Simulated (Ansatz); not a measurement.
# Al2Pt (Fm-3m) in Ansatz: further runs

The runs below take Al2Pt through relaxation of cell and atoms, with PBEsol+D3(BJ)-ATM, PBEsol+D4.

Everything below comes from runs of Ansatz 0.2.0. Logs are shortened: lines on timing, memory, paths and dates and some standing lists are left out, and cuts for length are marked.

**1. The crystal as given**

It takes space group Fm-3m (No. 225, cubic). The conventional cell has a = 5.910 Å, b = 5.910 Å, c = 5.910 Å, α = 90.00°, β = 90.00°, γ = 90.00°. Pt (site symmetry m-3m) has 8 Al at 2.56 Å as nearest neighbours. Al (site symmetry -43m) has 4 Pt at 2.56 Å as nearest neighbours.

**2. Relaxation of cell and atoms, PBEsol+D3(BJ)-ATM**

Input file input.yaml:

```yaml
crystal:
  lattice:
    - [0.0, 2.955, 2.955]
    - [2.955, 0.0, 2.955]
    - [2.955, 2.955, 0.0]
  atoms:
    - { symbol: Pt, position: [0.0, 0.0, 0.0] }
    - { symbol: Al, position: [0.75, 0.75, 0.75] }
    - { symbol: Al, position: [0.25, 0.25, 0.25] }
hamiltonian:
  xc: pbesol
  pseudopotentials: { kind: paw }
  dispersion: d3bjatm
kpoints:
  mp_grid: { grid: [8, 8, 8] }
scf:
  occupations: { method: fermi_dirac, width: 0.05 }
output:
  forces: true
  stress: true
  eigenvalues: true
relax:
  f_tol: 0.01
  max_steps: 40
  cell: { stress_tol: 0.05 }
```

Potentials or basis: Ansatz PAW.

The run is started by

```
ansatz run input.yaml --threads 2 --pin off --max-ram 5632MiB --backend cpu --events-out ev --progress --plain --runs-dir out
```

The log of the run:

```text
Warning: RAYON_NUM_THREADS=2 ignored (pool sized by the plan → 2); use --threads N
Engine: ansatz 0.2.0, x86_64-unknown-linux-gnu
Pseudopotentials: kind: paw
Pseudopotential: Pt, paw, valence charge 18, recommended cutoff 420 eV (normal), Pt.paw.azcp
Pseudopotential: Al, paw, valence charge 3, recommended cutoff 420 eV (normal), Al.paw.azcp
Functional definition: PBEsol
  exchange = pbesol_x
  correlation = pbesol_c
Crystal: 3 atoms, lattice volume = 51.606 Å³
Basis set: ecut = 420 eV, 965 PW (Γ), exchange–correlation on 60×60×60 points (8 copies of the dense FFT grid, shifted against one another)
Bands: 16, of which v1, the nominal top of the filled ones, is band 12 counted from 1 (11 counted from 0)
Symmetry: 48 space group operations
Space group: Fm-3m (ITA 225), of the structure as read, at distance tolerance 3.7e-5 Å
k-points: 29 of 512
Non-local potential: Pt, projectors of the file, l = 0: 3, l = 1: 2, l = 2: 2, l = 3: 1
Non-local potential: Al, projectors of the file, l = 0: 2, l = 1: 2, l = 2: 1
PAW form: soft (Blöchl's): semilocal exchange-correlation on the pseudo side does not see the compensation charge
PAW frozen core: Pt, regenerated for the run's functional, and the local potential with it (the file was generated under x = pbe(κ = 0.804, μ = 0.2195149727645171), c = pbe(β = 0.06672455060314922))
PAW frozen core: Al, regenerated for the run's functional, and the local potential with it (the file was generated under x = pbe(κ = 0.804, μ = 0.2195149727645171), c = pbe(β = 0.06672455060314922))
PAW one-centre angular grid: Pt, 590 points (default); XC on 64 Gauss nodes
PAW one-centre angular grid: Al, 110 points (default); XC on 64 Gauss nodes
Initial density: superposition of atomic densities (neutral atoms: chi_scale 0, normalization atom), corrected by the library's trained network
Initial wavefunctions: pseudopotential atomic-orbital guess
Functional: x = pbesol(κ = 0.804, μ = 0.12345679012345678), c = pbesol(β = 0.046)
SCF iter   1: F=—  HF=-13436.618888 eV  |F-HF|=—  |Δ(HF+E_count)|=         —  Δρ=1.99e-3  dr2=2.81e-3  ethr=1.77e-3  ⟨swp⟩=5.9  Hψ=2432  notcnv=0
preconditioner: auto → Kerker (q_TF=auto, 2.401 Å⁻¹)  [metal: Δε(μ)=0.098 eV  Ē_g=8.302 eV  σ=0.050 eV  W_gap=0.44  n_scr=14 (ndim 8)  ℏωp=20.7 eV  f_vac=0.001  D(μ)=1.48/eV (n_scr^D=14)]
SCF iter   2: F=—  HF=-13436.618753 eV  |F-HF|=—  |Δ(HF+E_count)|=   1.35e-4  Δρ=7.54e-4  dr2=3.05e-4  ethr=1.17e-5  ⟨swp⟩=2.4  Hψ=880  notcnv=0
SCF iter   3: F=—  HF=-13436.618739 eV  |F-HF|=—  |Δ(HF+E_count)|=   1.46e-5  Δρ=3.13e-4  dr2=6.54e-5  ethr=1.27e-6  ⟨swp⟩=1.3  Hψ=508  notcnv=0
SCF iter   4: F=—  HF=-13436.618714 eV  |F-HF|=—  |Δ(HF+E_count)|=   2.48e-5  Δρ=8.39e-5  dr2=6.25e-6  ethr=2.72e-7  ⟨swp⟩=2.2  Hψ=669  notcnv=0
SCF iter   5: F=—  HF=-13436.618715 eV  |F-HF|=—  |Δ(HF+E_count)|=   9.71e-7  Δρ=1.90e-5  dr2=1.81e-7  ethr=2.60e-8  ⟨swp⟩=2.1  Hψ=613  notcnv=0
SCF iter   6: F=-13436.618715 eV  HF=-13436.618715 eV  |F-HF|=1.66e-9  |Δ(HF+E_count)|=   3.16e-8  Δρ=3.65e-6  dr2=8.37e-9  ethr=4.17e-10  ⟨swp⟩=4.7  Hψ=1599  notcnv=0
SCF 1 converged in 6 iterations: F = -13436.618715 eV  dr2 = 8.37e-9
relax step   1: F+E_penalty+E_count = -13436.61871485 eV  Δ(F+E_penalty+E_count) = +0.000e0 eV  max|allowed force component| = 1.079e-17 eV/Å  Δτ_max = 0.0000 Å  P = -4.072 GPa  Ω = 51.606 Å³  (6 SCF iters, dr2 threshold 1.00e-7 eV, accepted)
Crystal: 3 atoms, lattice volume = 49.618 Å³
Basis set: ecut = 420 eV, 941 PW (Γ), exchange–correlation on 60×60×60 points (8 copies of the dense FFT grid, shifted against one another)
Initial density: handed on by an earlier stage of this run
Initial wavefunctions: those handed on with the density
iter 1 solved again at ethr=4.60e-5 eV; its pass at ethr=3.10e-3 eV (dr2=1.10e-2 eV) is discarded
SCF iter   1: F=—  HF=-13436.639628 eV  |F-HF|=—  |Δ(HF+E_count)|=         —  Δρ=4.03e-3  dr2=1.13e-2  ethr=4.60e-5  ⟨swp⟩=1.0  Hψ=2761  notcnv=0
preconditioner: auto → Kerker (q_TF=auto, 2.417 Å⁻¹)  [metal: Δε(μ)=0.083 eV  Ē_g=8.561 eV  σ=0.050 eV  W_gap=0.39  n_scr=14 (ndim 8)  ℏωp=21.1 eV  f_vac=0.000  D(μ)=1.46/eV (n_scr^D=14)]
SCF iter   2: F=—  HF=-13436.636842 eV  |F-HF|=—  |Δ(HF+E_count)|=   2.79e-3  Δρ=1.54e-3  dr2=6.92e-4  ethr=4.60e-5  ⟨swp⟩=2.5  Hψ=661  notcnv=0
SCF iter   3: F=—  HF=-13436.636728 eV  |F-HF|=—  |Δ(HF+E_count)|=   1.13e-4  Δρ=6.89e-4  dr2=1.40e-4  ethr=2.88e-6  ⟨swp⟩=1.4  Hψ=531  notcnv=0
SCF iter   4: F=—  HF=-13436.636702 eV  |F-HF|=—  |Δ(HF+E_count)|=   2.66e-5  Δρ=1.14e-4  dr2=1.15e-5  ethr=5.82e-7  ⟨swp⟩=2.0  Hψ=761  notcnv=0
SCF iter   5: F=—  HF=-13436.636703 eV  |F-HF|=—  |Δ(HF+E_count)|=   1.26e-6  Δρ=3.06e-5  dr2=6.05e-7  ethr=4.79e-8  ⟨swp⟩=1.9  Hψ=604  notcnv=0
SCF iter   6: F=-13436.636703 eV  HF=-13436.636703 eV  |F-HF|=5.26e-8  |Δ(HF+E_count)|=   7.04e-8  Δρ=1.05e-5  dr2=7.46e-8  ethr=1.25e-9  ⟨swp⟩=4.9  Hψ=1900  notcnv=0
SCF 2 converged in 6 iterations: F = -13436.636703 eV  dr2 = 7.46e-8
relax step   2: F+E_penalty+E_count = -13436.63670294 eV  Δ(F+E_penalty+E_count) = -1.799e-2 eV  max|allowed force component| = 4.780e-17 eV/Å  Δτ_max = 0.0000 Å  P = +1.474 GPa  Ω = 49.618 Å³  energy of the carried Pulay correction = +6.459e-4 eV  (6 SCF iters, dr2 threshold 3.00e-7 eV, accepted)
Crystal: 3 atoms, lattice volume = 50.131 Å³
iter 1 solved again at ethr=2.52e-6 eV; its pass at ethr=3.10e-3 eV (dr2=6.04e-4 eV) is discarded
SCF iter   1: F=—  HF=-13436.638984 eV  |F-HF|=—  |Δ(HF+E_count)|=         —  Δρ=1.07e-3  dr2=8.02e-4  ethr=2.52e-6  ⟨swp⟩=2.0  Hψ=2755  notcnv=0
preconditioner: auto → Kerker (q_TF=auto, 2.413 Å⁻¹)  [metal: Δε(μ)=0.098 eV  Ē_g=8.529 eV  σ=0.050 eV  W_gap=0.45  n_scr=14 (ndim 8)  ℏωp=21.0 eV  f_vac=0.000  D(μ)=1.41/eV (n_scr^D=14)]
SCF iter   2: F=—  HF=-13436.638789 eV  |F-HF|=—  |Δ(HF+E_count)|=   1.95e-4  Δρ=4.17e-4  dr2=5.03e-5  ethr=2.52e-6  ⟨swp⟩=2.3  Hψ=679  notcnv=0
SCF iter   3: F=—  HF=-13436.638757 eV  |F-HF|=—  |Δ(HF+E_count)|=   3.22e-5  Δρ=1.86e-4  dr2=1.04e-5  ethr=2.09e-7  ⟨swp⟩=1.5  Hψ=569  notcnv=0
SCF iter   4: F=—  HF=-13436.638756 eV  |F-HF|=—  |Δ(HF+E_count)|=   5.98e-7  Δρ=3.07e-5  dr2=8.53e-7  ethr=4.32e-8  ⟨swp⟩=2.0  Hψ=772  notcnv=0
SCF iter   5: F=-13436.638756 eV  HF=-13436.638756 eV  |F-HF|=9.31e-9  |Δ(HF+E_count)|=   1.13e-7  Δρ=1.01e-5  dr2=5.79e-8  ethr=1.25e-9  ⟨swp⟩=4.5  Hψ=1688  notcnv=0
SCF 3 converged in 5 iterations: F = -13436.638756 eV  dr2 = 5.79e-8
relax step   3: F+E_penalty+E_count = -13436.63875615 eV  Δ(F+E_penalty+E_count) = -2.053e-3 eV  max|allowed force component| = 1.018e-16 eV/Å  Δτ_max = 0.0000 Å  P = -0.073 GPa  Ω = 50.131 Å³  energy of the carried Pulay correction = +4.767e-4 eV  (5 SCF iters, dr2 threshold 3.00e-7 eV, accepted)
Crystal: 3 atoms, lattice volume = 50.107 Å³
iter 1 solved again at ethr=5.25e-9 eV; its pass at ethr=3.10e-3 eV (dr2=1.26e-6 eV) is discarded
SCF iter   1: F=—  HF=-13436.638792 eV  |F-HF|=—  |Δ(HF+E_count)|=         —  Δρ=4.84e-5  dr2=1.58e-6  ethr=5.25e-9  ⟨swp⟩=2.0  Hψ=2672  notcnv=0
preconditioner: auto → Kerker (q_TF=auto, 2.413 Å⁻¹)  [metal: Δε(μ)=0.095 eV  Ē_g=8.524 eV  σ=0.050 eV  W_gap=0.44  n_scr=14 (ndim 8)  ℏωp=21.0 eV  f_vac=0.000  D(μ)=1.42/eV (n_scr^D=14)]
SCF iter   2: F=—  HF=-13436.638770 eV  |F-HF|=—  |Δ(HF+E_count)|=   2.21e-5  Δρ=2.15e-5  dr2=1.24e-7  ethr=5.25e-9  ⟨swp⟩=2.2  Hψ=646  notcnv=0
SCF iter   3: F=—  HF=-13436.638770 eV  |F-HF|=—  |Δ(HF+E_count)|=   2.73e-8  Δρ=8.62e-6  dr2=1.88e-8  ethr=5.57e-11  ⟨swp⟩=4.2  Hψ=1539  notcnv=0
SCF iter   4: F=-13436.638770 eV  HF=-13436.638770 eV  |F-HF|=4.73e-11  |Δ(HF+E_count)|=   3.29e-9  Δρ=9.32e-7  dr2=3.02e-10  ethr=5.57e-11  ⟨swp⟩=4.0  Hψ=1487  notcnv=0
SCF 4 converged in 4 iterations: F = -13436.638770 eV  dr2 = 3.02e-10
relax step   4: F+E_penalty+E_count = -13436.63876987 eV  Δ(F+E_penalty+E_count) = -1.372e-5 eV  max|allowed force component| = 1.110e-16 eV/Å  Δτ_max = 0.0000 Å  P = -0.001 GPa  Ω = 50.107 Å³  energy of the carried Pulay correction = +4.847e-4 eV  (4 SCF iters, dr2 threshold 1.34e-8 eV, accepted)
Initial wavefunctions: pseudopotential atomic-orbital guess (no wavefunctions were taken with the density)
iter 1 solved again at ethr=3.31e-8 eV; its pass at ethr=3.10e-3 eV (dr2=7.93e-6 eV) is discarded
SCF iter   1: F=—  HF=-13436.638373 eV  |F-HF|=—  |Δ(HF+E_count)|=         —  Δρ=4.40e-5  dr2=1.55e-7  ethr=3.31e-8  ⟨swp⟩=4.0  Hψ=3876  notcnv=0
SCF iter   2: F=—  HF=-13436.638349 eV  |F-HF|=—  |Δ(HF+E_count)|=   2.36e-5  Δρ=2.24e-5  dr2=3.73e-8  ethr=6.47e-10  ⟨swp⟩=2.4  Hψ=831  notcnv=0
SCF iter   3: F=—  HF=-13436.638349 eV  |F-HF|=—  |Δ(HF+E_count)|=   2.35e-8  Δρ=2.05e-6  dr2=5.50e-10  ethr=1.55e-10  ⟨swp⟩=3.0  Hψ=805  notcnv=0
SCF iter   4: F=-13436.638349 eV  HF=-13436.638349 eV  |F-HF|=1.09e-11  |Δ(HF+E_count)|=  3.67e-10  Δρ=3.43e-7  dr2=2.33e-11  ethr=1.00e-12  ⟨swp⟩=4.7  Hψ=2355  notcnv=0
SCF 5 converged in 4 iterations: F = -13436.638349 eV  dr2 = 2.33e-11
relax step   5: F+E_penalty+E_count = -13436.63834950 eV  Δ(F+E_penalty+E_count) = +4.204e-4 eV  max|allowed force component| = 8.018e-17 eV/Å  Δτ_max = 0.0000 Å  P = -0.007 GPa  Ω = 50.107 Å³  stress off target by 7.47e-3 GPa  SCF on the basis re-selected at this cell (its energy is not comparable with the rows above)  (4 SCF iters)
basis re-selected at this cell: Δ(F+E_penalty+E_count) = +4.204e-4 eV, ΔP = -0.006 GPa vs the last step (what re-selecting the basis moved, of the pressure what is left beyond the Pulay correction that the steps carried, after the strain that the cell walked since its last selection, with what the two solves' SCF thresholds leave and, on support functions, any second-order correction that the steps lacked; it is no measure of the basis error at this ecutwfc). This SCF's stress stands 7.47e-3 GPa from its target on what of the cell is left free (relax.cell.stress_tol is 5.00e-2 GPa) and its largest allowed force component is 8.02e-17 eV/Å (relax.f_tol is 1.00e-2 eV/Å): within both
SCF converged after 4 iterations
Free energy (F): -13436.638349 eV
Harris-Foulkes:  -13436.638349 eV  (|F-HF|=1.09e-11)
Internal energy: -13436.626304 eV  (E = F + TS)
E sigma→0 (E₀):  -13436.632327 eV
Entropy (-TS):   -0.012046 eV (-4.015 meV/atom)
Fermi energy:    11.704156 eV
--- Per-component energies (eV) ---
  E_band       = -305.569546
  E_kinetic    = 689.237872
  E_local      = -2671.690814  (includes V_loc(G=0)·N_el)
  E_nonlocal   = 221.139743
  E_hartree    = 1059.956896
  E_xc         = -341.918289
  E_vxc        = -364.399300  (∫ρ·V_xc dr)
  E_paw        = -10226.193378  (= ΣΔE_a)
  E_vpaw       = -299.771150  (= ΣTr[D̂ρ^β])
  E_aug_tail   = 0.000175  (compensation charges beyond the density's cutoff)
  E_ewald      = -2166.338921
  E_disp       = -1.144847  (pairwise vdW)
  E_core_change = 0.325259  (= ΣΔE_core)
  E_smearing   = -0.012046  (= −TS)
  E_closure    = 0.000000  (closes the sum)
  Σ components = -13436.638349   (vs F -13436.638349, Δ=0.00e0)
--- Forces (eV/Å), atoms counted from 1 ---
  atom   1  Pt     0.00000000    -0.00000000    -0.00000000
  atom   2  Al     0.00000000    -0.00000000    -0.00000000
  atom   3  Al    -0.00000000     0.00000000     0.00000000
  max |Σ_I F_I| component: 2.54e-17 eV/Å
--- Stress (GPa, compression-positive) ---
       -0.007473       0.000000       0.000000
        0.000000      -0.007473       0.000000
        0.000000       0.000000      -0.007473
  P = ⅓ Tr σ = -0.0075 GPa (-0.075 kbar)
--- Band table (eV; the first three rows and the last of 29) ---
  k-point 0: bands = ["-87.2400", "-41.4457", "-41.4457", "-41.4457", "1.2928", "6.5153", "6.5153", "6.5153", "7.9029", "7.9029", "14.9388", "15.5469", "15.5469", "15.5469", "17.3233", "17.3233"]
  k-point 1: bands = ["-87.2400", "-41.4462", "-41.4458", "-41.4458", "1.5127", "6.3931", "6.5875", "6.5875", "7.8793", "7.8793", "13.4057", "15.0285", "15.0285", "15.2413", "17.7178", "17.7884"]
  k-point 2: bands = ["-87.2400", "-41.4472", "-41.4460", "-41.4460", "2.1451", "6.1045", "6.7377", "6.7377", "7.8853", "7.8853", "10.8240", "14.0415", "14.0415", "15.6421", "17.2861", "17.3170"]
  k-point 28: bands = ["-87.2400", "-41.4478", "-41.4478", "-41.4468", "5.5900", "5.5900", "6.2021", "6.4506", "7.8281", "8.3689", "8.8852", "8.8852", "10.8240", "17.0697", "17.0697", "17.8950"]
--- Relaxed structure (4 steps of the walk, 4 accepted, 1 SCFs on fresh bases) ---
  F+E_penalty+E_count = -13436.63834950 eV   max|allowed force component| = 8.018e-17 eV/Å   (the final SCF, on the basis selected at the relaxed cell)
  cell:  # Å, volume = 50.1069 Å³
    - [3.2960658321890677e-34, 2.926100879238954, 2.926100879238954]
    - [2.926100879238954, -5.334188081034897e-35, 2.926100879238954]
    - [2.926100879238954, 2.926100879238954, -2.7944930992911755e-34]
  atoms:
    - { symbol: Pt, position: [-4.6194121298416573e-35, 4.444027223503517e-35, -2.5204508314077876e-35] }
    - { symbol: Al, position: [0.75, 0.75, 0.75] }
    - { symbol: Al, position: [0.24999999999999997, 0.24999999999999997, 0.24999999999999997] }
```

Run time: 4.1 s. Hardware: 2 threads of AMD EPYC 7R43 (Zen 3), shared host; peak memory 0.36 GiB.

Results:

* Free energy: -13436.6383 eV
* Relaxed volume: 16.70 Å³/atom
* Relaxed cell: a = 4.138 Å, b = 4.138 Å, c = 4.138 Å, α = 60.00°, β = 60.00°, γ = 60.00°
* Space group after relaxing (to 0.05 Å): Fm-3m (No. 225)
* Energy gained by relaxing: 6.5 meV/atom
* Ionic steps: 5
* Pressure after relaxing: 0.0 GPa
* Band gap on the k mesh: none (metal or under the smearing width)

The path:
```csv
step,energy change (eV),largest force (eV/Å),volume (Å³)
1,0.0000,0.0000,51.61
2,-0.0180,0.0000,49.62
3,-0.0200,0.0000,50.13
4,-0.0201,0.0000,50.11
5,-0.0196,0.0000,50.11
```

Final structure:
```cif
data_structure
_symmetry_space_group_name_H-M 'P 1'
_symmetry_Int_Tables_number 1
_cell_length_a 4.1381
_cell_length_b 4.1381
_cell_length_c 4.1381
_cell_angle_alpha 60.000
_cell_angle_beta 60.000
_cell_angle_gamma 60.000
_cell_volume 50.11
loop_
_atom_site_label
_atom_site_type_symbol
_atom_site_fract_x
_atom_site_fract_y
_atom_site_fract_z
_atom_site_occupancy
Pt1 Pt 0.00000 0.00000 0.00000 1
Al1 Al 0.75000 0.75000 0.75000 1
Al2 Al 0.25000 0.25000 0.25000 1
```

Caveat: the plane-wave basis is chosen anew once the cell has moved, so the energies of steps on either side of that aren't comparable; pairwise dispersion overbinds metals, which lowers pressure and volume; the PAW data sets come from PBE, with cores solved anew for the run's functional, which leaves a small shift of forces and pressure. The run has no spin-orbit coupling, so splittings on Pt are missing.

**3. Relaxation of cell and atoms, PBEsol+D4**

Changes to input.yaml since step 2:

```diff
@@ -12,3 +12,3 @@
   pseudopotentials: { kind: paw }
-  dispersion: d3bjatm
+  dispersion: d4
 kpoints:
```

Potentials or basis: Ansatz PAW.

The run is started by

```
ansatz run input.yaml --threads 2 --pin off --max-ram 5632MiB --backend cpu --events-out ev --progress --plain --runs-dir out
```

Run time: 3.5 s. Hardware: 2 threads of AMD EPYC 7R43 (Zen 3), shared host; peak memory 0.38 GiB.

It converged, with:

- Free energy: -13436.2677 eV
- Relaxed volume: 16.83 Å³/atom
- Relaxed cell: a = 4.148 Å, b = 4.148 Å, c = 4.148 Å, α = 60.00°, β = 60.00°, γ = 60.00°
- Space group after relaxing (to 0.05 Å): Fm-3m (No. 225)
- Energy gained by relaxing: 3.7 meV/atom
- Ionic steps: 4
- Pressure after relaxing: 0.0 GPa
- Band gap on the k mesh: none (metal or under the smearing width)

Step by step:
```tsv
step	energy change (eV)	largest force (eV/Å)	volume (Å³)
1	0.0000	0.0000	51.61
2	-0.0104	0.0000	50.10
3	-0.0115	0.0000	50.48
4	-0.0112	0.0000	50.48
```

Final structure:
```
Pt Al
1.0
     0.00000    2.93338    2.93338
     2.93338    0.00000    2.93338
     2.93338    2.93338    0.00000
Pt Al
1 2
Direct
  0.00000 0.00000 0.00000
  0.75000 0.75000 0.75000
  0.25000 0.25000 0.25000
```

Levels at points of the mesh, in eV from the Fermi level:
| k point | band 8 | band 9 | band 10 | band 11 | band 12 | band 13 | band 14 | band 15 | band 16 |
| --- | --- | --- | --- | --- | --- | --- | --- | --- | --- |
| (0.00, 0.00, 0.00) | -5.15 | -3.77 | -3.77 | 3.18 | 3.84 | 3.84 | 3.84 | 5.58 | 5.58 |
| (0.00, 0.00, -0.50) | -4.82 | -3.76 | -3.54 | -3.54 | 1.05 | 1.05 | 3.81 | 5.27 | 5.27 |
| (0.00, -0.50, -0.50) | -3.85 | -3.85 | -3.47 | -3.25 | -1.62 | -1.62 | 3.34 | 3.39 | 8.09 |

Caveat: the plane-wave basis is chosen anew once the cell has moved, so the energies of steps on either side of that aren't comparable; pairwise dispersion overbinds metals, which lowers pressure and volume; the PAW data sets come from PBE, with cores solved anew for the run's functional, which leaves a small shift of forces and pressure. Spin-orbit coupling is left out, which matters for the levels of Pt.
